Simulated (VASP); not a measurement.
# InAs (F-43m) in VASP: further runs

Runs on InAs. Level: PBE. Tasks: single point, relaxation of cell and atoms.

Program: VASP 6.6.1. These are calculated values, not measurements. Logs are shortened: lines on timing, memory, paths and dates and some standing lists are left out, and cuts for length are marked.

**Experimental background.**

A printed reference work, data compilation reports, for a bulk crystal of InAs at 4.2 K: band gap 0.418 eV (direct).

The runs below are set against these values where they give the same quantity.

### 1 The crystal as given

It takes space group F-43m (No. 216, cubic). Conventional cell: a = 6.186 Å, b = 6.186 Å, c = 6.186 Å, α = 90.00°, β = 90.00°, γ = 90.00°. In (site symmetry -43m) has 4 As at 2.68 Å as nearest neighbours. As (site symmetry -43m) has 4 In at 2.68 Å as nearest neighbours.

### 2 Single point, PBE (the perfect crystal in a cell of 8 atoms)

Input file INCAR:

```
SYSTEM = InAs
ALGO     = Fast           ! electronic algorithm
EDIFF    = 1E-6           ! SCF threshold, eV
ENCUT    = 520            ! plane-wave cutoff, eV
GGA      = PE             ! functional
ISIF     = 2              ! what is computed and relaxed
ISMEAR   = 0              ! smearing method
LASPH    = .TRUE.         ! aspherical terms in the spheres
LCHARG   = .FALSE.        ! write CHGCAR
LREAL    = .FALSE.        ! projectors in reciprocal space
LWAVE    = .FALSE.        ! write WAVECAR
NBANDS   = 46             ! bands
NELM     = 100            ! most SCF steps
PREC     = Accurate       ! precision mode
SIGMA    = 0.1            ! smearing width, eV
```

Input file KPOINTS:

```
k-points
0
G
  4 4 4
  0 0 0
```

Input file POSCAR:

```
InAs
1.0
    0.0000000000      0.0000000000     -6.1863269433
    0.0000000000      6.1863269433      0.0000000000
    6.1863269433      0.0000000000      0.0000000000
In As
4 4
Direct
    0.0000000000      0.0000000000      0.0000000000
    1.0000000000      0.5000000000      0.5000000000
    0.5000000000      0.0000000000      0.5000000000
    0.5000000000      0.5000000000      0.0000000000
    0.2500000000      0.2500000000      0.7500000000
    0.2500000000      0.7500000000      0.2500000000
    0.7500000000      0.2500000000      0.2500000000
    0.7500000000      0.7500000000      0.7500000000
```

Potentials or basis: VASP PAW PBE potentials, release 64 (In_d, As).

Run with:

```sh
$ cat potpaw_PBE.64/In_d/POTCAR potpaw_PBE.64/As/POTCAR > POTCAR
$ mpirun -np 1 vasp_std > vasp.out
```

OUTCAR:

```text
SYSTEM = InAs
   EDIFF = 1E-6
   ENCUT = 520
   GGA = PE
   ISIF = 2
   ISMEAR = 0
   LASPH = .TRUE.
   LREAL = .FALSE.
   NELM = 100
   PREC = Accurate

 ion  position               nearest neighbor table
   1  0.000  0.000  0.000-   5 2.68   6 2.68   7 2.68   8 2.68
   2  0.000  0.500  0.500-   5 2.68   6 2.68   7 2.68   8 2.68
   3  0.500  0.000  0.500-   5 2.68   6 2.68   7 2.68   8 2.68
   4  0.500  0.500  0.000-   5 2.68   6 2.68   7 2.68   8 2.68
   5  0.250  0.250  0.750-   1 2.68   2 2.68   3 2.68   4 2.68
   6  0.250  0.750  0.250-   1 2.68   2 2.68   3 2.68   4 2.68
   7  0.750  0.250  0.250-   1 2.68   2 2.68   3 2.68   4 2.68
   8  0.750  0.750  0.750-   1 2.68   2 2.68   3 2.68   4 2.68

  LATTYP: Found a simple cubic cell.
 ALAT       =     6.1863269433

  Lattice vectors:

 A1 = (   0.0000000000,   0.0000000000,  -6.1863269433)
 A2 = (   0.0000000000,   6.1863269433,   0.0000000000)
 A3 = (   6.1863269433,   0.0000000000,   0.0000000000)

Analysis of symmetry for initial positions (statically):
=====================================================================
 Subroutine PRICEL returns following result:

  LATTYP: Found a face centered cubic cell.
 ALAT       =     6.1863269433

  Lattice vectors:

 A1 = (   0.0000000000,  -3.0931634717,  -3.0931634717)
 A2 = (   3.0931634716,   0.0000000000,  -3.0931634717)
 A3 = (   3.0931634717,  -3.0931634717,   0.0000000000)

   4 primitive cells build up your supercell.

 Routine SETGRP: Setting up the symmetry group for a
 simple cubic supercell.

 Subroutine GETGRP returns: Found 24 space group operations
 (whereof 24 operations were pure point group operations)
 out of a pool of 48 trial point group operations.

The static configuration has the point symmetry T_d .

Analysis of symmetry for dynamics (positions and initial velocities):
=====================================================================
 Subroutine PRICEL returns following result:

  LATTYP: Found a face centered cubic cell.
 ALAT       =     6.1863269433

  Lattice vectors:

 A1 = (   0.0000000000,  -3.0931634717,  -3.0931634717)
 A2 = (   3.0931634716,   0.0000000000,  -3.0931634717)
 A3 = (   3.0931634717,  -3.0931634717,   0.0000000000)

   4 primitive cells build up your supercell.

 Routine SETGRP: Setting up the symmetry group for a
 simple cubic supercell.

 Subroutine GETGRP returns: Found 24 space group operations
 (whereof 24 operations were pure point group operations)
 out of a pool of 48 trial point group operations.

The dynamic configuration has the point symmetry T_d .

 Subroutine INISYM returns: Found 24 space group operations
 (whereof 24 operations are pure point group operations),
 and found     4 'primitive' translations

----------------------------------------------------------------------------------------

                                     Primitive cell

  volume of cell :      59.1887

  direct lattice vectors                    reciprocal lattice vectors
     0.000000000 -3.093163472 -3.093163472    -0.161646807 -0.161646807 -0.161646807
     3.093163472  0.000000000 -3.093163472     0.161646807  0.161646807 -0.161646807
     3.093163472 -3.093163472  0.000000000     0.161646807 -0.161646807  0.161646807

  length of vectors
     4.374393732  4.374393732  4.374393732     0.279980483  0.279980483  0.279980483

  position of ions in fractional coordinates (direct lattice)
     0.000000000  0.000000000  0.000000000
     0.250000000  0.250000000  0.250000000

  ion indices of the primitive-cell ions
   primitive index   ion index
                 1           1
                 2           5

----------------------------------------------------------------------------------------

 KPOINTS: k-points

Automatic generation of k-mesh.
 Grid dimensions read from file:
 generate k-points for:    4    4    4

 Generating k-lattice:

  Cartesian coordinates                     Fractional coordinates (reciprocal lattice)
     0.000000000  0.000000000 -0.040411702     0.250000000  0.000000000  0.000000000
     0.000000000  0.040411702  0.000000000     0.000000000  0.250000000  0.000000000
     0.040411702  0.000000000  0.000000000     0.000000000  0.000000000  0.250000000

  Length of vectors
     0.040411702  0.040411702  0.040411702

  Shift w.r.t. Gamma in fractional coordinates (k-lattice)
     0.000000000  0.000000000  0.000000000

 Subroutine IBZKPT returns following result:
 ===========================================

 Found     10 irreducible k-points:

 Following reciprocal coordinates:
            Coordinates               Weight
  0.000000  0.000000  0.000000      1.000000
  0.250000  0.000000  0.000000      6.000000
  0.500000  0.000000  0.000000      3.000000
  0.250000  0.250000  0.000000     12.000000
  0.500000  0.250000  0.000000     12.000000
  0.500000  0.500000  0.000000      3.000000
  0.250000  0.250000  0.250000      8.000000
  0.500000  0.250000  0.250000     12.000000
  0.500000  0.500000  0.250000      6.000000
  0.500000  0.500000  0.500000      1.000000
   k-points           NKPTS =     10   k-points in BZ     NKDIM =     10   number of bands    NBANDS=     46
   number of dos      NEDOS =    301   number of ions     NIONS =      8
   total plane-waves  NPLWV = 110592
   dimension x,y,z NGX =    48 NGY =   48 NGZ =   48
   dimension x,y,z NGXF=    96 NGYF=   96 NGZF=   96
   ions per type =               4   4
   NGX,Y,Z   is equivalent  to a cutoff of  12.90, 12.90, 12.90 a.u.
   NGXF,Y,Z  is equivalent  to a cutoff of  25.80, 25.80, 25.80 a.u.
 SYSTEM =  InAs
   PREC   = accura    normal or accurate (medium, high low for compatibility)
   ISTART =      0    job   : 0-new  1-cont  2-samecut
   ICHARG =      2    charge: 1-file 2-atom 10-const
   ISPIN  =      1    spin polarized calculation?
   LNONCOLLINEAR =      F non collinear calculations
   LSORBIT =      F    spin-orbit coupling
   LASPH  =      T    aspherical Exc in radial PAW
   ENCUT  =  520.0 eV  38.22 Ry    6.18 a.u.  11.50 11.50 11.50*2*pi/ulx,y,z
   NELM   =    100;   NELMIN=  2; NELMDL= -5     # of ELM steps
   EDIFF  = 0.1E-05   stopping-criterion for ELM
   LREAL  =      F    real-space projection
   EDIFFG = 0.1E-04   stopping-criterion for IOM
   NSW    =      0    number of steps for IOM
   IBRION =     -1    ionic relax: 0-MD 1-quasi-New 2-CG
   NFREE  =      0    steps in history (QN), initial steepest desc. (CG)
   ISIF   =      2    stress and relaxation
   ISYM   =      2    0-nonsym 1-usesym 2-fastsym
   POTIM  = 0.5000    time-step for ionic-motion
   TEBEG  =    0.0;   TEEND  =   0.0 temperature during run
   PSTRESS=    0.0 pullay stress
   NELECT =      72.0000    total number of electrons
   NUPDOWN=      -1.0000    fix difference up-down
   EMIN   =  10.00;   EMAX   =-10.00  energy-range for DOS
   EFERMI =   0.00;   METHOD = LEGACY
   ISMEAR =     0;   SIGMA  =   0.10  broadening in eV -4-tet -1-fermi 0-gaus
   EFERMI_NEDOS =   21; number of points for ismear=-14 and -15
   IALGO  =     68    algorithm
   IMIX   =      4    mixing-type and parameters
     AMIX     =   0.40;   BMIX     =  1.00
     AMIX_MAG =   1.60;   BMIX_MAG =  1.00
  volume/ion in A,a.u.               =      29.59       199.71
  Fermi-wavevector in a.u.,A,eV,Ry     =   1.100912  2.080423 16.490374  1.212008
  Thomas-Fermi vector in A             =   2.237331
   LORBIT       =      0    0 simple, 1 ext, 2 COOP (PROOUT), +10 PAW based schemes
   GGA     = PE    functional components
   LHFCALC =     F    Hartree Fock is set to
   AEXX    =    0.0000 exact exchange contribution
   IVDW    =     0    specifies the selected vdW correction
   LEPSILON=     F    determine dielectric tensor
   LRPA    =     F    only Hartree local field effects (RPA)
 non-spin polarized calculation
 RMM-DIIS sequential band-by-band and
 Gauss-broadening in eV      SIGMA  =   0.10
  energy-cutoff  :      520.00
  volume of cell :      236.75
 maximum number of plane-waves:      6432
 NGX is ok and might be reduce to    48

 number of electron      71.9999936 magnetization

 Free energy of the ion-electron system (eV)
  ---------------------------------------------------
  ext. energy  EPLUGINS =         0.00000000
  ---------------------------------------------------
  free energy    TOTEN  =       -30.86620348 eV

  energy without entropy =      -30.86377521  energy(sigma->0) =      -30.86498935

 E-fermi :   3.8738     XC(G=0):  -8.7960

 val. band max:        3.8431888003   @ k =   0.0000   0.0000   0.0000
 cond. band min:       4.6547325544   @ k =   0.5000   0.5000   0.5000
 fundamental gap:      0.8115437541
 Fermi energy:         3.8738025361

 k-point     1 :       0.0000    0.0000    0.0000
  band No.  band energies     occupation
      1     -10.5669      2.00000
      2     -10.5669      2.00000
      3     -10.5669      2.00000
      4     -10.4252      2.00000
      5     -10.4252      2.00000
      6     -10.4252      2.00000
[... 38 lines left out ...]
     45       7.7156      0.00000
     46       7.7156      0.00000

 k-point     2 :       0.2500    0.0000    0.0000
  band No.  band energies     occupation
      1     -10.5578      2.00000
      2     -10.5578      2.00000
      3     -10.5488      2.00000
      4     -10.4494      2.00000
      5     -10.4161      2.00000
      6     -10.4161      2.00000
[... 38 lines left out ...]
     45       8.4091      0.00000
     46       8.4091      0.00000

 k-point     3 :       0.5000    0.0000    0.0000
  band No.  band energies     occupation
      1     -10.5474      2.00000
      2     -10.5474      2.00000
      3     -10.5021      2.00000
      4     -10.5021      2.00000
      5     -10.3940      2.00000
      6     -10.3940      2.00000
[... 332 lines left out ...]
     45       8.7754      0.00000
     46       8.7754      0.00000

 k-point    10 :       0.5000    0.5000    0.5000
  band No.  band energies     occupation
      1     -10.5178      2.00000
      2     -10.5178      2.00000
      3     -10.5178      2.00000
      4     -10.5178      2.00000
      5     -10.4003      2.00000
      6     -10.4003      2.00000
[... 38 lines left out ...]
     45       8.4755      0.00000
     46       8.4755      0.00000

------------------------ aborting loop because EDIFF is reached ----------------------------------------

  FORCE on cell =-STRESS in cart. coord.  units (eV):
  Direction    XX          YY          ZZ          XY          YZ          ZX
  --------------------------------------------------------------------------------------
  -------------------------------------------------------------------------------------
  Total        0.1242843      0.1242843      0.1242843      0.0000000      0.0000000      0.0000000
  in kB        0.8410623      0.8410623      0.8410623      0.0000000      0.0000000      0.0000000
  external PRESSURE =       0.8410623 kB  Pullay stress =       0.0000000 kB

 VOLUME and BASIS-vectors are now :
 -----------------------------------------------------------------------------
  energy-cutoff  :      520.00
  volume of cell :      236.75
      direct lattice vectors                 reciprocal lattice vectors
     0.000000000  0.000000000 -6.186326943     0.000000000  0.000000000 -0.161646807
     0.000000000  6.186326943  0.000000000     0.000000000  0.161646807  0.000000000
     6.186326943  0.000000000  0.000000000     0.161646807  0.000000000  0.000000000

 POSITION                                       TOTAL-FORCE (eV/Angst)
 -----------------------------------------------------------------------------------
      0.00000      0.00000      0.00000        -0.000000      0.000000     -0.000000
      3.09316      3.09316      0.00000        -0.000000     -0.000000      0.000000
      3.09316      0.00000     -3.09316        -0.000000      0.000000     -0.000000
      0.00000      3.09316     -3.09316        -0.000000     -0.000000     -0.000000
      4.63975      1.54658     -1.54658         0.000000      0.000000      0.000000
      1.54658      4.63975     -1.54658         0.000000      0.000000      0.000000
      1.54658      1.54658     -4.63975         0.000000      0.000000      0.000000
      4.63975      4.63975     -4.63975         0.000000      0.000000      0.000000
 -----------------------------------------------------------------------------------
    total drift:                               -0.000000      0.000000     -0.000000

  FREE ENERGIE OF THE ION-ELECTRON SYSTEM (eV)
  ---------------------------------------------------
  free  energy   TOTEN  =       -30.8662034804 eV

  energy  without entropy=      -30.8637752127  energy(sigma->0) =      -30.86498935
```

Run time: 2 min. Hardware: 1 thread of Intel Xeon Platinum 8488C (Sapphire Rapids), shared host; peak memory 0.36 GiB.

What came out:

```
Free energy            : -30.8662 eV
Pressure               : 0.1 GPa
Band gap on the k mesh : none (metal or under the smearing width)
```

Levels at points of the mesh, in eV from the Fermi level:
```csv
k point,band 32,band 33,band 34,band 35,band 36,band 37,band 38,band 39,band 40,band 41
"(0.00, 0.00, 0.00)",-2.13,-2.13,-0.57,-0.03,-0.03,-0.03,1.62,1.62,1.62,2.01
"(0.50, 0.00, 0.00)",-2.61,-1.31,-1.31,-1.31,-1.31,2.26,2.26,2.56,2.56,3.89
"(0.50, 0.50, 0.00)",-2.59,-0.97,-0.97,-0.97,-0.97,2.39,2.39,2.39,2.39,4.87
"(0.50, 0.50, 0.50)",-0.92,-0.92,-0.92,-0.92,-0.92,0.78,0.78,0.78,0.78,4.60
```

### 3 Single point, PBE

This run uses another cell than the first one: it holds 2 atoms, not 8.

Input file INCAR:

```
PREC = Accurate
ENCUT = 520
EDIFF = 1E-7
ISMEAR = 0
SIGMA = 0.1
LREAL = F
LASPH = T
NELM = 80
ALGO = Normal
ISIF = 2
LWAVE = F
LCHARG = T
GGA = PE
LELF = T
LVHAR = T
NBANDS = 16
```

Input file KPOINTS:

```
Automatic mesh
0
Gamma
  12 12 12
```

Input file POSCAR:

```
InAs
1.0
    0.0000000000      3.0931634715      3.0931634715
    3.0931634715      0.0000000000      3.0931634715
    3.0931634715      3.0931634715      0.0000000000
In As
1 1
Direct
    0.0000000000      0.0000000000      0.0000000000
    0.2500000000      0.2500000000      0.2500000000
```

Potentials or basis: VASP PAW PBE potentials, release 64 (In_d, As).

Run with:

```sh
$ cat potpaw_PBE.64/In_d/POTCAR potpaw_PBE.64/As/POTCAR > POTCAR
$ mpirun -np 1 vasp_std > vasp.out
```

OUTCAR:

```text
PREC = Accurate
   ENCUT = 520
   EDIFF = 1E-7
   ISMEAR = 0
   LREAL = F
   LASPH = T
   NELM = 80
   ISIF = 2
   GGA = PE

 ion  position               nearest neighbor table
   1  0.000  0.000  0.000-   2 2.68   2 2.68   2 2.68   2 2.68
   2  0.250  0.250  0.250-   1 2.68   1 2.68   1 2.68   1 2.68

  LATTYP: Found a face centered cubic cell.
 ALAT       =     6.1863269430

  Lattice vectors:

 A1 = (   0.0000000000,   3.0931634715,   3.0931634715)
 A2 = (   3.0931634715,   0.0000000000,   3.0931634715)
 A3 = (   3.0931634715,   3.0931634715,   0.0000000000)

Analysis of symmetry for initial positions (statically):
=====================================================================
 Subroutine PRICEL returns:
 Original cell was already a primitive cell.

 Routine SETGRP: Setting up the symmetry group for a
 face centered cubic supercell.

 Subroutine GETGRP returns: Found 24 space group operations
 (whereof 24 operations were pure point group operations)
 out of a pool of 48 trial point group operations.

[... 157 lines left out ...]
  ext. energy  EPLUGINS =         0.00000000
  ---------------------------------------------------
  free energy    TOTEN  =        -7.71973524 eV

  energy without entropy =       -7.71957676  energy(sigma->0) =       -7.71965600

 E-fermi :   3.9068     XC(G=0):  -8.7966

 val. band max:        3.8416485704   @ k =   0.0000   0.0000   0.0000
 cond. band min:       4.4667133039   @ k =   0.0833   0.0000   0.0000
 fundamental gap:      0.6250647336
 Fermi energy:         3.9067991480

 k-point     1 :       0.0000    0.0000    0.0000
  band No.  band energies     occupation
      1     -10.4256      2.00000
      2     -10.4256      2.00000
      3     -10.4256      2.00000
      4     -10.3258      2.00000
      5     -10.3258      2.00000
      6      -7.6004      2.00000
[... 433 lines left out ...]
      3     -10.3913      2.00000
      4     -10.3248      2.00000
      5     -10.3207      2.00000
      6      -6.2023      2.00000
[... 8 lines left out ...]
     15      13.3391      0.00000
     16      13.7599      0.00000

 [... further k-points ...]
[... 5 lines left out ...]
  --------------------------------------------------------------------------------------
  -------------------------------------------------------------------------------------
  Total        0.0176129      0.0176129      0.0176129      0.0000000      0.0000000     -0.0000000
  in kB        0.4767633      0.4767633      0.4767633      0.0000000      0.0000000     -0.0000000
  external PRESSURE =       0.4767633 kB  Pullay stress =       0.0000000 kB

 VOLUME and BASIS-vectors are now :
 -----------------------------------------------------------------------------
  energy-cutoff  :      520.00
  volume of cell :       59.19
      direct lattice vectors                 reciprocal lattice vectors
     0.000000000  3.093163472  3.093163472    -0.161646807  0.161646807  0.161646807
     3.093163472  0.000000000  3.093163472     0.161646807 -0.161646807  0.161646807
     3.093163472  3.093163472  0.000000000     0.161646807  0.161646807 -0.161646807

 POSITION                                       TOTAL-FORCE (eV/Angst)
 -----------------------------------------------------------------------------------
      0.00000      0.00000      0.00000        -0.000000     -0.000000      0.000000
      1.54658      1.54658      1.54658         0.000000      0.000000     -0.000000
 -----------------------------------------------------------------------------------
    total drift:                               -0.000000     -0.000000     -0.000000

  FREE ENERGIE OF THE ION-ELECTRON SYSTEM (eV)
  ---------------------------------------------------
  free  energy   TOTEN  =        -7.7197352379 eV

  energy  without entropy=       -7.7195767635  energy(sigma->0) =       -7.71965600
```

Wall time 50 s (1 thread of Intel Xeon Platinum 8559C (Emerald Rapids), shared host); peak memory 0.24 GiB.

What came out:

- Free energy: -7.7197 eV
- Pressure: 0.0 GPa
- Band gap on the k mesh: none (metal or under the smearing width)

Levels at points of the mesh, in eV from the Fermi level:
```csv
k point,band 5,band 6,band 7,band 8,band 9,band 10,band 11,band 12,band 13,band 14
"(0.00, 0.00, 0.00)",-14.23,-11.51,-0.61,-0.07,-0.07,-0.07,3.81,3.81,3.81,7.21
"(0.50, 0.00, 0.00)",-14.23,-10.24,-5.50,-0.96,-0.96,0.75,4.57,4.57,6.69,8.63
"(0.50, 0.50, 0.00)",-14.21,-9.77,-5.62,-2.17,-2.17,1.59,1.98,8.69,8.74,8.74
```

Caveat: this crystal is a semiconductor, whose small gap the functional closes, so the metal is an error of the method.

(Part 1 of 2 ends here.)
